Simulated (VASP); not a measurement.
# AlN (Fm-3m) in VASP: a series of runs, part 2 of 3

VASP 6.6.1.

## (4) G0W0 quasiparticle levels, PBE

POSCAR

```
AlN
1.0
    0.0000000000      2.0345180000      2.0345180000
    2.0345180000      0.0000000000      2.0345180000
    2.0345180000      2.0345180000      0.0000000000
Al N
1 1
Direct
    0.5000000000      0.5000000000      0.5000000000
    0.0000000000      0.0000000000      0.0000000000
```

INCAR.step1

```
SYSTEM = AlN
ALGO = Normal
EDIFF = 1E-8
ENCUT = 450
GGA = PE
ISMEAR = 0
LASPH = .TRUE.
LCHARG = .FALSE.
LREAL = .FALSE.
LWAVE = .TRUE.
NELM = 100
PREC = Accurate
SIGMA = 0.01
```

INCAR.step2

```
SYSTEM = AlN
ALGO = Exact
EDIFF = 1E-8
ENCUT = 450
GGA = PE
ISMEAR = 0
ISTART = 1
LASPH = .TRUE.
LCHARG = .FALSE.
LOPTICS = .TRUE.
LREAL = .FALSE.
LWAVE = .TRUE.
NBANDS = 44
NELM = 1
PREC = Accurate
SIGMA = 0.01
```

INCAR.step3

```
SYSTEM = AlN
ALGO = EVGW0
EDIFF = 1E-8
ENCUT = 450
ENCUTGW = 150
GGA = PE
ISMEAR = 0
ISTART = 1
LASPH = .TRUE.
LCHARG = .FALSE.
LREAL = .FALSE.
LWAVE = .FALSE.
NBANDS = 44
NBANDSGW = 12
NELMGW = 1
NOMEGA = 36
PREC = Accurate
PRECFOCK = Fast
SIGMA = 0.01
```

KPOINTS

```
k-points
0
G
  3 3 3
  0 0 0
```

Potentials or basis: VASP PAW PBE potentials, release 64 (Al_GW, N_GW).

On the command line:

```console
> cat potpaw_PBE.64/Al_GW/POTCAR potpaw_PBE.64/N_GW/POTCAR > POTCAR
> cp INCAR.step1 INCAR
> mpirun -np 1 vasp_std > vasp.out
> cp INCAR.step2 INCAR
> mpirun -np 1 vasp_std > vasp.out
> cp INCAR.step3 INCAR
> mpirun -np 1 vasp_std > vasp.out
```

OUTCAR:

```text
SYSTEM = AlN
   EDIFF = 1E-8
   ENCUT = 450
   ENCUTGW = 150
   GGA = PE
   ISMEAR = 0
   ISTART = 1
   LASPH = .TRUE.
   LREAL = .FALSE.
   NELMGW = 1
   PREC = Accurate
   PRECFOCK = Fast

 Found      4 irreducible k-points:

 Following reciprocal coordinates:
            Coordinates               Weight
  0.000000  0.000000  0.000000      1.000000
  0.333333  0.000000  0.000000      8.000000
  0.333333  0.333333  0.000000      6.000000
 -0.333333  0.333333  0.000000     12.000000
   k-points           NKPTS =      4   k-points in BZ     NKDIM =     27   number of bands    NBANDS=     44
   number of dos      NEDOS =    301   number of ions     NIONS =      2
   total plane-waves  NPLWV =   8000
   dimension x,y,z NGX =    20 NGY =   20 NGZ =   20
   dimension x,y,z NGXF=    40 NGYF=   40 NGZF=   40
   ions per type =               1   1
   NGX,Y,Z   is equivalent  to a cutoff of  11.56, 11.56, 11.56 a.u.
   NGXF,Y,Z  is equivalent  to a cutoff of  23.11, 23.11, 23.11 a.u.
 SYSTEM =  AlN
   PREC   = accura    normal or accurate (medium, high low for compatibility)
   ISTART =      1    job   : 0-new  1-cont  2-samecut
   ICHARG =      0    charge: 1-file 2-atom 10-const
   ISPIN  =      1    spin polarized calculation?
   LNONCOLLINEAR =      F non collinear calculations
   LSORBIT =      F    spin-orbit coupling
   LASPH  =      T    aspherical Exc in radial PAW
   ENCUT  =  450.0 eV  33.07 Ry    5.75 a.u.   4.98  4.98  4.98*2*pi/ulx,y,z
   NELM   =     60;   NELMIN=  2; NELMDL=  0     # of ELM steps
   EDIFF  = 0.1E-07   stopping-criterion for ELM
   LREAL  =      F    real-space projection
   EDIFFG = 0.1E-06   stopping-criterion for IOM
   NSW    =      0    number of steps for IOM
   IBRION =     -1    ionic relax: 0-MD 1-quasi-New 2-CG
   NFREE  =      0    steps in history (QN), initial steepest desc. (CG)
   ISIF   =      0    stress and relaxation
   ISYM   =      3    0-nonsym 1-usesym 2-fastsym
   POTIM  = 0.5000    time-step for ionic-motion
   TEBEG  =    0.0;   TEEND  =   0.0 temperature during run
   PSTRESS=    0.0 pullay stress
   NELECT =       8.0000    total number of electrons
   NUPDOWN=      -1.0000    fix difference up-down
   EMIN   =  10.00;   EMAX   =-10.00  energy-range for DOS
   EFERMI =   0.00;   METHOD = LEGACY
   ISMEAR =     0;   SIGMA  =   0.01  broadening in eV -4-tet -1-fermi 0-gaus
   EFERMI_NEDOS =   21; number of points for ismear=-14 and -15
   IALGO  =     38    algorithm
   IMIX   =      4    mixing-type and parameters
     AMIX     =   0.40;   BMIX     =  1.00
     AMIX_MAG =   1.60;   BMIX_MAG =  1.00
  volume/ion in A,a.u.               =       8.42        56.83
  Fermi-wavevector in a.u.,A,eV,Ry     =   1.277321  2.413786 22.198561  1.631548
  Thomas-Fermi vector in A             =   2.409927
   LORBIT       =      0    0 simple, 1 ext, 2 COOP (PROOUT), +10 PAW based schemes
   GGA     = PE    functional components
   LHFCALC =     T    Hartree Fock is set to
   PRECFOCK=fast      Normal, Fast or Accurate (Low or Medium for compatibility)
   ENCUT4O =  -1.0   cutoff for four orbital integrals eV
   NKREDX  =     1    reduce k-point grid by
   NKREDY  =     1    reduce k-point grid by
   NKREDZ  =     1    reduce k-point grid by
   AEXX    =    1.0000 exact exchange contribution
   HFSCREEN=    0.0000 screening length (either q_TF or 0.3 A-1)
   HFSCREENC=   0.0000 screening length for correlation (either q_TF or 0.3 A-1)
   ENCUTFOCK=  -1.0 apply spherical cutoff to Coloumb kernel
   IVDW    =     0    specifies the selected vdW correction
   LEPSILON=     F    determine dielectric tensor
   LRPA    =     F    only Hartree local field effects (RPA)
   LRPAFORCE           =     F    calculate RPA forces
   ENCUTGW             = 150.0    cutoff for response function in eV
   ENCUTGWSOFT         = 120.0    soft cutoff for Coulomb kernel in GW response function in eV
   ENCUTLF             =  -1.0    cutoff for local field effects
   NELMGW              =     1    number of iterations in solving QP/BSE equation
   NELMHF              =     1    number of iterations in the inner HF iteration
   NKREDLFX            =     1    NKREDLFY  =   1   NKREDLFZ  =   1
 non-spin polarized calculation
 Gauss-broadening in eV      SIGMA  =   0.01
  energy-cutoff  :      450.00
  volume of cell :       16.84
 maximum number of plane-waves:       375
  NGX = 12; NGY = 12; NGZ = 12
   NGX =  9   NGY =  9   NGZ =  9
 maximum number of plane-waves:        76

 QP shifts <psi_nk| G(iteration)W_0 |psi_nk>: iteration 1
 for sc-GW calculations column KS-energies equals QP-energies in previous step
 and V_xc(KS)=  KS-energies - (<T + V_ion + V_H > + <T+V_H+V_ion>^1  + <V_x>^1)

 k-point   1 :       0.0000    0.0000    0.0000
  band No.  KS-energies  QP-energies   sigma(KS)   V_xc(KS)     V^pw_x(r,r')   Z            occupation Imag(sigma)

      1      -8.8173     -10.2763     -16.5920     -14.5807     -24.7400       0.7254       2.0000       1.4945
      2       8.6417       8.1457     -17.9620     -17.3363     -21.4544       0.7926       2.0000       0.1516
      3       8.6417       8.1457     -17.9620     -17.3363     -21.4544       0.7926       2.0000       0.1516
      4       8.6417       8.1457     -17.9620     -17.3363     -21.4544       0.7926       2.0000       0.1516
      5      13.9874      15.0776     -13.2181     -14.5892      -8.4956       0.7951       0.0000      -0.1627
      6      20.5617      21.4034      -9.5632     -10.5978      -4.3058       0.8135       0.0000      -0.1980
      7      20.5617      21.4034      -9.5632     -10.5978      -4.3058       0.8135       0.0000      -0.1980
      8      20.5617      21.4034      -9.5632     -10.5978      -4.3058       0.8135       0.0000      -0.1980
      9      25.6576      25.9670      -9.0088      -9.4009      -2.4763       0.7890       0.0000      -0.5750
     10      26.0934      27.2687     -10.0210     -11.4784      -4.4140       0.8064       0.0000      -0.2931
     11      26.0934      27.2687     -10.0210     -11.4784      -4.4140       0.8064       0.0000      -0.2931
     12      26.9887      28.0947      -9.7337     -11.1255      -2.8392       0.7947       0.0000      -0.6638
[... 36 lines left out ...]
      1      -4.8088      -6.1266     -18.3944     -16.6935     -26.0140       0.7748       2.0000       1.1271
      2       2.4746       1.4547     -15.0345     -13.7207     -19.1605       0.7763       2.0000       0.2472
      3       2.7783       1.7330     -15.1133     -13.7665     -19.2138       0.7761       2.0000       0.2368
      4       6.7059       5.9818     -16.9464     -16.0313     -20.6362       0.7913       2.0000       0.1681
      5      14.9498      15.7660      -9.9764     -10.9767      -5.1572       0.8159       0.0000      -0.1572
      6      18.9625      20.2943     -13.0548     -14.7418      -7.8571       0.7894       0.0000      -0.2101
      7      20.4572      21.7779     -13.0763     -14.7639      -7.5244       0.7826       0.0000      -0.2502
      8      21.9832      23.1951     -10.7212     -12.2465      -4.9831       0.7946       0.0000      -0.2812
      9      24.8370      25.7510     -10.2152     -11.3985      -3.7527       0.7725       0.0000      -0.4441
     10      28.3344      29.1944      -9.4592     -10.5322      -3.1688       0.8015       0.0000      -0.5608
     11      31.7419      32.7645      -9.3586     -10.6832      -2.2499       0.7720       0.0000      -0.8648
     12      35.0344      36.4969     -11.0689     -12.9358      -3.8165       0.7834       0.0000      -1.0727
```

Wall time 11 s (1 thread of Intel Xeon Platinum 8488C (Sapphire Rapids), shared host); peak memory 0.13 GiB.

The run converged, but some of its settings lie outside the range that counts as converged, so its numbers aren't taken as properties of the crystal.

What came out:

- Band gap on the k mesh, mean-field level: 5.35 eV, direct
- Quasiparticle gap: 6.93 eV
- Least direct quasiparticle gap: 6.93 eV

Caveat: the k mesh is coarse (spacing up to 0.89 Å⁻¹), so the values aren't converged; bands, screening cutoff and mesh are small and nothing is extrapolated, so the quasiparticle values aren't converged.

## (5) G0W0 quasiparticle levels, PBE

POSCAR is that of step 4.

INCAR.step1 is that of step 4.

INCAR.step2: that of step 4 with these lines changed.

```diff
@@ -12,3 +12,3 @@
 LWAVE = .TRUE.
-NBANDS = 44
+NBANDS = 105
 NELM = 1
```

INCAR.step3: that of step 4 with these lines changed.

```diff
@@ -4,3 +4,3 @@
 ENCUT = 450
-ENCUTGW = 150
+ENCUTGW = 75
 GGA = PE
@@ -12,6 +12,6 @@
 LWAVE = .FALSE.
-NBANDS = 44
+NBANDS = 105
 NBANDSGW = 12
 NELMGW = 1
-NOMEGA = 36
+NOMEGA = 48
 PREC = Accurate
```

KPOINTS is that of step 4.

Potentials or basis: VASP PAW PBE potentials, release 64 (Al_GW, N_GW).

On the command line:

```console
> cat potpaw_PBE.64/Al_GW/POTCAR potpaw_PBE.64/N_GW/POTCAR > POTCAR
> cp INCAR.step1 INCAR
> mpirun -np 1 vasp_std > vasp.out
> cp INCAR.step2 INCAR
> mpirun -np 1 vasp_std > vasp.out
> cp INCAR.step3 INCAR
> mpirun -np 1 vasp_std > vasp.out
```

OUTCAR:

```text
SYSTEM = AlN
   EDIFF = 1E-8
   ENCUT = 450
   ENCUTGW = 75
   GGA = PE
   ISMEAR = 0
   ISTART = 1
   LASPH = .TRUE.
   LREAL = .FALSE.
   NELMGW = 1
   PREC = Accurate
   PRECFOCK = Fast

 Found      4 irreducible k-points:

 Following reciprocal coordinates:
            Coordinates               Weight
  0.000000  0.000000  0.000000      1.000000
  0.333333  0.000000  0.000000      8.000000
  0.333333  0.333333  0.000000      6.000000
 -0.333333  0.333333  0.000000     12.000000
   k-points           NKPTS =      4   k-points in BZ     NKDIM =     27   number of bands    NBANDS=    105
   number of dos      NEDOS =    301   number of ions     NIONS =      2
   total plane-waves  NPLWV =   8000
   dimension x,y,z NGX =    20 NGY =   20 NGZ =   20
   dimension x,y,z NGXF=    40 NGYF=   40 NGZF=   40
   ions per type =               1   1
   NGX,Y,Z   is equivalent  to a cutoff of  11.56, 11.56, 11.56 a.u.
   NGXF,Y,Z  is equivalent  to a cutoff of  23.11, 23.11, 23.11 a.u.
 SYSTEM =  AlN
   PREC   = accura    normal or accurate (medium, high low for compatibility)
   ISTART =      1    job   : 0-new  1-cont  2-samecut
   ICHARG =      0    charge: 1-file 2-atom 10-const
   ISPIN  =      1    spin polarized calculation?
   LNONCOLLINEAR =      F non collinear calculations
   LSORBIT =      F    spin-orbit coupling
   LASPH  =      T    aspherical Exc in radial PAW
   ENCUT  =  450.0 eV  33.07 Ry    5.75 a.u.   4.98  4.98  4.98*2*pi/ulx,y,z
   NELM   =     60;   NELMIN=  2; NELMDL=  0     # of ELM steps
   EDIFF  = 0.1E-07   stopping-criterion for ELM
   LREAL  =      F    real-space projection
   EDIFFG = 0.1E-06   stopping-criterion for IOM
   NSW    =      0    number of steps for IOM
   IBRION =     -1    ionic relax: 0-MD 1-quasi-New 2-CG
   NFREE  =      0    steps in history (QN), initial steepest desc. (CG)
   ISIF   =      0    stress and relaxation
   ISYM   =      3    0-nonsym 1-usesym 2-fastsym
   POTIM  = 0.5000    time-step for ionic-motion
   TEBEG  =    0.0;   TEEND  =   0.0 temperature during run
   PSTRESS=    0.0 pullay stress
   NELECT =       8.0000    total number of electrons
   NUPDOWN=      -1.0000    fix difference up-down
   EMIN   =  10.00;   EMAX   =-10.00  energy-range for DOS
   EFERMI =   0.00;   METHOD = LEGACY
   ISMEAR =     0;   SIGMA  =   0.01  broadening in eV -4-tet -1-fermi 0-gaus
   EFERMI_NEDOS =   21; number of points for ismear=-14 and -15
   IALGO  =     38    algorithm
   IMIX   =      4    mixing-type and parameters
     AMIX     =   0.40;   BMIX     =  1.00
     AMIX_MAG =   1.60;   BMIX_MAG =  1.00
  volume/ion in A,a.u.               =       8.42        56.83
  Fermi-wavevector in a.u.,A,eV,Ry     =   1.277321  2.413786 22.198561  1.631548
  Thomas-Fermi vector in A             =   2.409927
   LORBIT       =      0    0 simple, 1 ext, 2 COOP (PROOUT), +10 PAW based schemes
   GGA     = PE    functional components
   LHFCALC =     T    Hartree Fock is set to
   PRECFOCK=fast      Normal, Fast or Accurate (Low or Medium for compatibility)
   ENCUT4O =  -1.0   cutoff for four orbital integrals eV
   NKREDX  =     1    reduce k-point grid by
   NKREDY  =     1    reduce k-point grid by
   NKREDZ  =     1    reduce k-point grid by
   AEXX    =    1.0000 exact exchange contribution
   HFSCREEN=    0.0000 screening length (either q_TF or 0.3 A-1)
   HFSCREENC=   0.0000 screening length for correlation (either q_TF or 0.3 A-1)
   ENCUTFOCK=  -1.0 apply spherical cutoff to Coloumb kernel
   IVDW    =     0    specifies the selected vdW correction
   LEPSILON=     F    determine dielectric tensor
   LRPA    =     F    only Hartree local field effects (RPA)
   LRPAFORCE           =     F    calculate RPA forces
   ENCUTGW             =  75.0    cutoff for response function in eV
   ENCUTGWSOFT         =  60.0    soft cutoff for Coulomb kernel in GW response function in eV
   ENCUTLF             =  -1.0    cutoff for local field effects
   NELMGW              =     1    number of iterations in solving QP/BSE equation
   NELMHF              =     1    number of iterations in the inner HF iteration
   NKREDLFX            =     1    NKREDLFY  =   1   NKREDLFZ  =   1
 non-spin polarized calculation
 Gauss-broadening in eV      SIGMA  =   0.01
  energy-cutoff  :      450.00
  volume of cell :       16.84
 maximum number of plane-waves:       375
  NGX = 12; NGY = 12; NGZ = 12
   NGX =  9   NGY =  9   NGZ =  9
 maximum number of plane-waves:        27
 NGX is ok and might be reduce to    10

 QP shifts <psi_nk| G(iteration)W_0 |psi_nk>: iteration 1
 for sc-GW calculations column KS-energies equals QP-energies in previous step
 and V_xc(KS)=  KS-energies - (<T + V_ion + V_H > + <T+V_H+V_ion>^1  + <V_x>^1)

 k-point   1 :       0.0000    0.0000    0.0000
  band No.  KS-energies  QP-energies   sigma(KS)   V_xc(KS)     V^pw_x(r,r')   Z            occupation Imag(sigma)

      1      -8.8173     -10.0688     -16.3979     -14.5807     -24.7400       0.6887       2.0000       1.2135
      2       8.6417       8.2945     -17.7713     -17.3363     -21.4544       0.7979       2.0000       0.1111
      3       8.6417       8.2945     -17.7713     -17.3363     -21.4544       0.7979       2.0000       0.1111
      4       8.6417       8.2945     -17.7713     -17.3363     -21.4544       0.7979       2.0000       0.1111
      5      13.9874      14.9364     -13.4080     -14.5892      -8.4956       0.8035       0.0000      -0.0948
      6      20.5617      21.2975      -9.6944     -10.5978      -4.3058       0.8145       0.0000      -0.1212
      7      20.5617      21.2975      -9.6944     -10.5978      -4.3058       0.8145       0.0000      -0.1212
      8      20.5617      21.2975      -9.6944     -10.5978      -4.3058       0.8145       0.0000      -0.1212
      9      25.6576      25.6832      -9.3666      -9.4009      -2.4763       0.7457       0.0000      -0.4342
     10      26.0934      27.1329     -10.1667     -11.4784      -4.4140       0.7925       0.0000      -0.1929
     11      26.0934      27.1329     -10.1667     -11.4784      -4.4140       0.7925       0.0000      -0.1929
     12      26.9887      27.9079      -9.9890     -11.1255      -2.8392       0.8088       0.0000      -0.5708
[... 36 lines left out ...]
      1      -4.8088      -5.9838     -18.1651     -16.6935     -26.0140       0.7984       2.0000       0.9509
      2       2.4746       1.5147     -14.9609     -13.7207     -19.1605       0.7739       2.0000       0.1651
      3       2.7783       1.7935     -15.0411     -13.7665     -19.2138       0.7726       2.0000       0.1581
      4       6.7059       6.0959     -16.8016     -16.0313     -20.6362       0.7919       2.0000       0.1117
      5      14.9498      15.6601     -10.1080     -10.9767      -5.1572       0.8176       0.0000      -0.0951
      6      18.9625      20.2882     -13.0796     -14.7418      -7.8571       0.7975       0.0000      -0.1224
      7      20.4572      21.7525     -13.1073     -14.7639      -7.5244       0.7819       0.0000      -0.1493
      8      21.9832      23.1093     -10.8331     -12.2465      -4.9831       0.7968       0.0000      -0.1941
      9      24.8370      25.5807     -10.4110     -11.3985      -3.7527       0.7531       0.0000      -0.2954
     10      28.3344      29.0609      -9.6539     -10.5322      -3.1688       0.8273       0.0000      -0.4875
     11      31.7419      32.5285      -9.6555     -10.6832      -2.2499       0.7654       0.0000      -0.7243
     12      35.0344      36.3329     -11.2701     -12.9358      -3.8165       0.7795       0.0000      -0.9359
```

OUTCAR.step1:

```text
SYSTEM = AlN
   EDIFF = 1E-8
   ENCUT = 450
   GGA = PE
   ISMEAR = 0
   LASPH = .TRUE.
   LREAL = .FALSE.
[... 150 lines left out ...]
      2.03452      2.03452      2.03452         0.000000     -0.000000     -0.000000
      0.00000      0.00000      0.00000        -0.000000      0.000000      0.000000
 -----------------------------------------------------------------------------------
    total drift:                                0.000000     -0.000000     -0.000000

  FREE ENERGIE OF THE ION-ELECTRON SYSTEM (eV)
  ---------------------------------------------------
  free  energy   TOTEN  =       -14.1775501564 eV

  energy  without entropy=      -14.1775501564  energy(sigma->0) =      -14.17755016
```

It took 12 s on 1 thread of Intel Xeon Platinum 8488C (Sapphire Rapids), shared host; peak memory 0.13 GiB.

The run converged, but some of its settings lie outside the range that counts as converged, so its numbers aren't taken as properties of the crystal.

Results:

| Item | Value |
| --- | --- |
| Band gap on the k mesh, mean-field level | 5.35 eV, direct |
| Quasiparticle gap | 6.64 eV |
| Least direct quasiparticle gap | 6.64 eV |

Caveat: the k mesh is coarse (spacing up to 0.89 Å⁻¹), so the values aren't converged; bands, screening cutoff and mesh are small and nothing is extrapolated, so the quasiparticle values aren't converged.

[end of part 2 of 3]
